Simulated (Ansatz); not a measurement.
Response to strain in BaSnO3

Start from BaSnO3 in the cubic perovskite structure (space group Pm-3m, No. 221; a = 4.122 Å). Axes: x, y, z lie along the cube axes.

Strains are applied to the cell and any free atomic positions relax; under biaxial strain the out-of-plane vector relaxes too.

Levels (all Ansatz, a program for electronic structure, PAW, earlier PAW set): PBEsol (420 eV, scalar-relativistic without spin-orbit coupling); r2SCAN (500 eV, no SOC); HSE06 (420 eV, no spin-orbit coupling); PBEsol+SOC (420 eV, noncollinear with spin-orbit coupling).

Band gaps by level, all at the geometries relaxed with PBEsol:

```csv
case,PBEsol,r2SCAN,HSE06,PBEsol+SOC
base,0.86 eV,1.68 eV,2.61 eV,0.86 eV
"biaxial strain +2.77 %, plane normal [111], relaxed out of plane",0.32 eV,[?],–,–
uniaxial strain ε_xx = −0.64 %,0.94 eV,1.76 eV,[?],0.94 eV
tensor shear ε_xz = −3.30 %,0.72 eV,[?],[?],0.72 eV
```

Task: What belongs in the blanks?

Result: 
- biaxial strain +2.77 %, plane normal [111], relaxed out of plane, r2SCAN: 1.10 eV
- uniaxial strain ε_xx = −0.64 %, HSE06: 2.70 eV
- tensor shear ε_xz = −3.30 %, r2SCAN: 1.52 eV
- tensor shear ε_xz = −3.30 %, HSE06: 2.44 eV

Single points use the geometry relaxed with PBEsol. The hybrid gap comes from the SCF mesh plus the semilocal run's edge points and a few special points and is an upper bound. The spin-orbit shifts are approximate. Whether these cells are dynamically stable was not tested.
